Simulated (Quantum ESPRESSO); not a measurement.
**AlN in Quantum ESPRESSO: convergence with smearing width**

Input of the first run (smearing width 0.5 eV); the others differ in this setting and in those tied to it:

Contents of pw.in:

```
&CONTROL
  calculation = 'scf'
  prefix = 'pwscf'
  outdir = './tmp'
  pseudo_dir = './pseudo'
  tprnfor = .true.
  tstress = .true.
  disk_io = 'nowf'
/
&SYSTEM
  ibrav = 0
  nat = 2
  ntyp = 2
  ecutwfc = 84
  nbnd = 9
  occupations = 'smearing'
  smearing = 'fd'
  degauss = 0.03674932
/
&ELECTRONS
  conv_thr = 4d-10
  electron_maxstep = 120
  mixing_beta = 0.5
/
ATOMIC_SPECIES
Al    26.9815 Al.upf
N     14.0070 N.upf
CELL_PARAMETERS angstrom
   0.0000000000    2.1839935596    2.1839935596
   2.1839935596    0.0000000000    2.1839935596
   2.1839935596    2.1839935596    0.0000000000
ATOMIC_POSITIONS crystal
Al     0.0000000000    0.0000000000    0.0000000000
N      0.2500000000    0.2500000000    0.2500000000
K_POINTS automatic
10 10 10 0 0 0
```

Potentials or basis: PseudoDojo 0.5 SR PBE standard.

Run with:

```bash
$ OMP_NUM_THREADS=1 pw.x -in pw.in > pw.out
```

Measurements of this composition are mostly on another form, of space group No. 186.

Hardware: 1 thread of Arm Neoverse V2, on a shared host.

```csv
smearing width,"energy less the tightest run, at zero smearing (meV/atom)",pressure (GPa),gap on the mesh (eV),SCF cycles,CPU time (s),peak memory (GiB)
0.5 eV,5.77,4.57,3.330,12,12,0.05
0.3 eV,0.27,4.48,3.325,12,12,0.05
0.2 eV,0.01,4.48,3.324,12,12,0.05
0.136 eV,0.00,4.48,3.324,12,12,0.05
0.1 eV,0.00,4.48,3.324,12,12,0.05
0.05 eV,0.00,4.48,3.324,12,12,0.05
0.025 eV,0.00,4.48,3.324,12,12,0.05
0.01 eV,0.00,4.48,3.324,12,12,0.05
```

Against the tightest run, the energy stays within 1 meV/atom from 0.3 eV on; the pressure stays within 0.1 GPa from 0.5 eV on; the gap on the mesh stays within 0.01 eV from 0.5 eV on. The tightest run that finished is the yardstick and may itself not be fully converged.
